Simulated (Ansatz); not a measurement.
SnO₂ in the rutile structure

Computed with Ansatz (plane waves, PAW, 420 eV cutoff): PBE, scalar-relativistic, no spin polarisation, 6×6×10 k-mesh, Gaussian smearing of 0.05 eV. The datasets are Ansatz's generated set soft_2.

```
Sn O
1.0
     4.82757    0.00000    0.00000
     0.00000    4.82757    0.00000
     0.00000    0.00000    3.23810
Sn O
2 4
Direct
  0.00000 0.00000 0.00000
  0.50000 0.50000 0.50000
  0.30658 0.30658 0.00000
  0.80658 0.19342 0.50000
  0.19342 0.80658 0.50000
  0.69342 0.69342 0.00000
```

The start was a prototype's sites filled with these elements; the Crystallography Open Database holds the compound in this structure.

Cell and atoms are those of this level's equilibrium.

Elastic constants come from the stress of slightly strained cells with relaxed atoms, in GPa, Voigt order xx, yy, zz, yz, xz, xy in the Cartesian frame of the vectors above.

```
209.0 140.1 127.8   0.0   0.0   0.0
140.1 209.0 127.8   0.0   0.0   0.0
127.8 127.8 376.7   0.0   0.0   0.0
  0.0   0.0   0.0  84.5   0.0   0.0
  0.0   0.0   0.0   0.0  84.5   0.0
  0.0   0.0   0.0   0.0   0.0 177.4
```

**Question.** Work out the Voigt, Reuss and Hill moduli.

**Answer.** Voigt: K = (C11 + C22 + C33 + 2(C12 + C13 + C23))/9 = 176 GPa, G = (C11 + C22 + C33 − C12 − C13 − C23 + 3(C44 + C55 + C66))/15 = 96 GPa. Reuss, from the compliances S = C⁻¹: K = 167 GPa, G = 72 GPa. Hill means: K = 172 GPa, G = 84 GPa.

**Question.** And Young's modulus, Poisson's ratio, Pugh's ratio and the anisotropy?

**Answer.** E = 9KG/(3K + G) = 217 GPa, ν = (3K − 2G)/(6K + 2G) = 0.29, K/G = 2.04 (over the 1.75 that Pugh's rule, made for metals, takes as the line between brittle and ductile), universal anisotropy index 5G_V/G_R + K_V/K_R − 6 = 1.7. The eigenvalues of C are 69, 84, 84, 177, 182, 544 GPa, all positive.

**Question.** What sound velocities and Debye temperature follow for a polycrystal?

**Answer.** With a density of 6.632 g/cm³ (mean mass 50.2 u, 12.58 Å³/atom), K = 171.7 and G = 84.2 GPa from the unrounded constants, v_l = √((K + 4G/3)/ρ) = 6540 m/s and v_t = √(G/ρ) = 3560 m/s. The mean [(1/v_l³ + 2/v_t³)/3]^(−1/3) is 3970 m/s, and θ_D = (ħ/k_B)(6π²/V)^(1/3) v_m ≈ 510 K, with V the volume an atom. This is the low-temperature, elastic estimate.

The equation of state, an independent route, gives B0 = 166 GPa; its match is the Reuss value, 167 GPa, which holds for uniform pressure.

Run time: 96 s on 4 threads of Arm Neoverse V2, on a shared host, peak memory 0.58 GiB.

The lattice is much stiffer along c (C33 = 376.7 GPa) than across it (C11 = 209.0 GPa). In rutile, edge-sharing octahedra form chains along c, so axial strain must work against Sn–O bonds and short cation–cation contacts. The chains are joined only through corners, and transverse strain can be partly taken up by rotating them.

The same rotation explains the softest eigenvalue, 69 GPa, which belongs to the shear that makes the two a axes unequal. The xy shear, at 177 GPa, finds no such easy relaxation. This contrast accounts for much of the gap between the Voigt and Reuss shear moduli. The soft shear is also the strain that leads to the CaCl₂-type structure, which SnO₂ is known to adopt under pressure; the positive eigenvalues show only that the unstressed cell resists it.

The cell is larger and the constants are generally lower than measured, probably because PBE underbinds. The high K/G reflects low shear stiffness rather than easy dislocation glide, and SnO₂ is in practice a brittle ceramic.
